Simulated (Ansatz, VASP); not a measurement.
## As in VASP and in Ansatz

```
As
1.0
     2.65110    0.00000    0.00000
     0.00000    2.65110    0.00000
     0.00000    0.00000    2.65110
As
1
Direct
  0.50000 0.50000 0.50000
```

Alike in both runs: task single point; functional PBE; k mesh 16 × 16 × 16; occupations gaussian, width 0.1 eV; no spin polarisation.

|  | VASP | Ansatz |
| --- | --- | --- |
| version | VASP 6.6.1 | Ansatz 0.2.0 |
| potentials or method | VASP PAW PBE potentials, release 64 (As) | scalar-relativistic, plane waves, PAW |
| plane-wave cutoff (eV) | 520 | 420 |
| valence electrons in the cell | 5 | 15 |

|  | VASP | Ansatz | Ansatz less VASP |
| --- | --- | --- | --- |
| gap on the k mesh at the Fermi level (eV) | none | none | - |
| pressure (GPa) | 8.6 | 8.3 | -0.31 |

A gap of «none» marks a metal or a gap that the smearing closes. The two sets of potentials don't hold the same shells in valence.
